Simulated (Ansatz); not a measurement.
# TiSe2: how the settings move a single-point run

Aim: see which settings change the result for TiSe2, by how much, and at what cost.

Method: reference: DFT, HSE06, plane waves, PAW, in Ansatz 0.2.0.

2 further runs of the same task are left out: 2 that didn't finish.

### Step 1. Starting point

It takes space group P-3m1 (No. 164, trigonal). The conventional cell has a = 3.541 Å, b = 3.541 Å, c = 6.091 Å, α = 90.00°, β = 90.00°, γ = 120.00°. Around Ti (site symmetry -3m) lie 6 Se at 2.55 Å. Se (site symmetry 3m) is surrounded by 3 Ti at 2.55 Å.

As a file:

```
Ti Se
1.0
     3.54079    0.00000    0.00000
    -1.77039    3.06641    0.00000
     0.00000    0.00000    6.09063
Ti Se
1 2
Cartesian
  0.0000 0.0000 0.0000
  0.0000 2.0443 1.5226
  1.7704 1.0221 4.5681
```

### Step 2. Baseline

input.yaml reads:

```yaml
crystal:
  lattice:
    - [3.540788624, 0.0, 0.0]
    - [-1.770394312, 3.0664128978, 0.0]
    - [0.0, 0.0, 6.0906296798]
  atoms:
    - { symbol: Ti, position: [0.0, 0.0, 0.0] }
    - { symbol: Se, position: [0.3333333333, 0.6666666667, 0.2499867418] }
    - { symbol: Se, position: [0.6666666667, 0.3333333333, 0.7500132582] }
kpoints:
  mp_grid: { grid: [6, 6, 2] }
hamiltonian:
  xc: hse06
scf:
  occupations: { method: fermi_dirac, width: 0.02 }
  n_extra_bands: 4
output:
  forces: true
  stress: true
  eigenvalues: true
```

Started as:

```console
ansatz run input.yaml --threads 4 --pin off --max-ram 3686MiB --backend cpu --events-out ev --progress --plain --runs-dir out
```

### Step 3. Variant: mp_grid.grid [6, 6, 4], xc pbe, accuracy low

input.yaml, as its differences from that of step 2:

```diff
@@ -10,5 +10,5 @@
 kpoints:
-  mp_grid: { grid: [6, 6, 2] }
+  mp_grid: { grid: [6, 6, 4] }
 hamiltonian:
-  xc: hse06
+  xc: pbe
 scf:
@@ -20 +20,2 @@
   eigenvalues: true
+accuracy: low
```

### Step 4. Variant: exchange pbe, correlation pbe, coeff 0.4, omega 0.2078

input.yaml, as its differences from that of step 2:

```diff
@@ -12,3 +12,6 @@
 hamiltonian:
-  xc: hse06
+  xc:
+    exchange: pbe
+    correlation: pbe
+    exx: { coeff: 0.4, omega: 0.2078 }
 scf:
```

### Step 5. Variant: exchange pbe, correlation pbe, coeff 0.15, omega 0.3

input.yaml, as its differences from that of step 2:

```diff
@@ -12,3 +12,3 @@
 hamiltonian:
-  xc: hse06
+  xc: { exchange: pbe, correlation: pbe, exx: { coeff: 0.15, omega: 0.3 } }
 scf:
```

### Step 6. Changed: xc cam_b3lyp

input.yaml, as its differences from that of step 2:

```diff
@@ -12,3 +12,3 @@
 hamiltonian:
-  xc: hse06
+  xc: cam_b3lyp
 scf:
```

### Step 7. Changing settings: exchange pbe, correlation pbe, coeff 0.5, omega 0.2078

input.yaml, as its differences from that of step 2:

```diff
@@ -12,3 +12,6 @@
 hamiltonian:
-  xc: hse06
+  xc:
+    exchange: pbe
+    correlation: pbe
+    exx: { coeff: 0.5, omega: 0.2078 }
 scf:
```

### Step 8. Variant: mp_grid.grid [3, 3, 3]

input.yaml, as its differences from that of step 2:

```diff
@@ -10,3 +10,3 @@
 kpoints:
-  mp_grid: { grid: [6, 6, 2] }
+  mp_grid: { grid: [3, 3, 3] }
 hamiltonian:
```

Q: Predict the outcome of this session. Wanted: for each run, ending; energy change; pressure; gap; force.

**Answer**, as computed:

```
                                                      run     ending    energy change  pressure (GPa)  gap (eV)  force (eV/Å)  cycles   time
                                                reference  converged                0             0.2      0.00          0.15      43   30 s
          1: mp_grid.grid [6, 6, 4], xc pbe, accuracy low  converged   not comparable             1.6      0.00          0.23       6  1.3 s
2: exchange pbe, correlation pbe, coeff 0.4, omega 0.2078  converged   not comparable            -0.1      0.39          0.39      48   34 s
  3: exchange pbe, correlation pbe, coeff 0.15, omega 0.3  converged   not comparable             0.8      0.00          0.02      26   23 s
                                          4: xc cam_b3lyp  converged   not comparable             2.0      2.25          0.40      66   44 s
5: exchange pbe, correlation pbe, coeff 0.5, omega 0.2078  converged   not comparable            -0.6      0.74          0.50      42   32 s
                                6: mp_grid.grid [3, 3, 3]  converged  +114.8 meV/atom             2.5      0.16          0.36      78   20 s
```

Residual by cycle in the longest SCF loop of each run; runs are numbered as in the table. The quantity is the density residual dr2, in eV.

```
cycle  reference    run 1   run 2    run 3    run 4    run 5   run 6
    1     7.4e-5  0.00677     2.1    0.669   0.0652   4.4e-4     2.4
    2     2.0e-6  0.00105    9.66      6.5    0.184   2.0e-4      18
    3     7.4e-7   1.6e-4   0.489   0.0422    0.245   7.6e-5   0.351
    4     3.3e-7   6.5e-6   0.563   0.0287   0.0182   2.4e-5   0.763
    5     2.0e-7   8.5e-7   0.269  0.00392   9.1e-5   1.4e-5    0.47
    6     4.0e-7   3.6e-8    0.24   2.5e-4   5.4e-6   4.8e-6   0.108
    8     2.3e-8        -  3.6e-5   9.2e-5   9.4e-8   2.3e-6  5.7e-4
    9     3.0e-8        -  2.5e-5   1.4e-5   2.9e-8   1.6e-6  0.0012
   10     2.3e-7        -  3.6e-6   7.3e-7   1.1e-8   8.2e-7  2.5e-4
   11     9.9e-9        -  6.8e-8        -   3.7e-9   7.7e-8  2.1e-6
   12    2.8e-10        -       -        -  1.1e-10   2.1e-8  2.5e-7
   13    7.3e-12        -       -        -        -  3.3e-10  8.1e-8
```

«mp_grid.grid [3, 3, 3]» moves the energy by +114.8 meV/atom. Of the variants the dearest is «xc cam_b3lyp» (44 s), the cheapest «mp_grid.grid [6, 6, 4], xc pbe, accuracy low» (1.3 s), on a shared host. The reference leaves spin out although Ti can carry a moment, so its state need not be the lowest.
